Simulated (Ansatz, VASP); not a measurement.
This is a calculation of CdS (Greenockite) for VASP 6.6.1.

The input INCAR:

```
SYSTEM = CdS
  PREC = Accurate
  ENCUT = 520
  EDIFF = 1E-7
  ISMEAR = 0
  SIGMA = 0.015
  LREAL = .FALSE.
  LASPH = .TRUE.
  NELM = 100
  ALGO = Normal
  ISIF = 2
  LWAVE = .FALSE.
  LCHARG = .FALSE.
  GGA = PE
```

KPOINTS

```
regular mesh
0
G
  7 7 4
  0 0 0
```

The input POSCAR:

```
CdS
1.0
    4.1500000000      0.0000000000      0.0000000000
   -2.0750000000      3.5940054257      0.0000000000
    0.0000000000      0.0000000000      6.7370000000
Cd S
2 2
Direct
    0.6666666667      0.3333333333      0.5000000000
    0.3333333333      0.6666666667      0.0000000000
    0.6666666667      0.3333333333      0.8750000000
    0.3333333333      0.6666666667      0.3750000000
```

Potentials or basis: VASP PAW PBE potentials, release 64 (Cd, S).

Command:

```bash
$ cat potpaw_PBE.64/Cd/POTCAR potpaw_PBE.64/S/POTCAR > POTCAR
$ mpirun -np 1 vasp_std > vasp.out
```

Q: Set up the same calculation for Ansatz 0.2.0. Potentials there: Ansatz PAW.

A: As run (the cutoff follows the program's own potentials):

Contents of input.yaml:

```yaml
crystal:
  lattice:
    - [4.15, 0.0, 0.0]
    - [-2.075, 3.5940054257, 0.0]
    - [0.0, 0.0, 6.737]
  atoms:
    - { symbol: Cd, position: [0.6666666667, 0.3333333333, 0.5] }
    - { symbol: Cd, position: [0.3333333333, 0.6666666667, 0.0] }
    - { symbol: S, position: [0.6666666667, 0.3333333333, 0.875] }
    - { symbol: S, position: [0.3333333333, 0.6666666667, 0.375] }
hamiltonian:
  xc: pbe
  pseudopotentials: { kind: paw }
kpoints:
  mp_grid: { grid: [7, 7, 4] }
scf:
  occupations: { method: gaussian, width: 0.015 }
output:
  forces: true
  stress: true
  eigenvalues: true
```

Potentials or basis: Ansatz PAW.

The run is started by

```sh
$ ansatz run input.yaml --threads 2 --pin off --max-ram 5632MiB --backend cpu --events-out ev --progress --plain --runs-dir out
```

Both were run:

|  | VASP | Ansatz | Ansatz less VASP |
| --- | --- | --- | --- |
| gap on the k mesh at the Fermi level (eV) | 1.20 | 1.20 | -0.003 |
| least direct gap on the mesh (eV) | 1.20 | 1.20 | -0.003 |
| pressure (GPa) | 2.4 | 2.1 | -0.35 |
| largest component of the traceless stress (GPa) | 0.44 | 0.42 | -0.014 |
| rms of the force components (eV/Å) | 0.040 | 0.039 | -0.0008 |

Atom by atom the forces differ by 0.001 eV/Å (rms over components). The functional is the same, so the differences come from potentials, cutoffs and numerics. The two sets of potentials don't hold the same shells in valence.

Caveats: odd divisions of the mesh miss points on the zone boundary, where band edges often lie, so the gap on the mesh can be too wide (Ansatz).
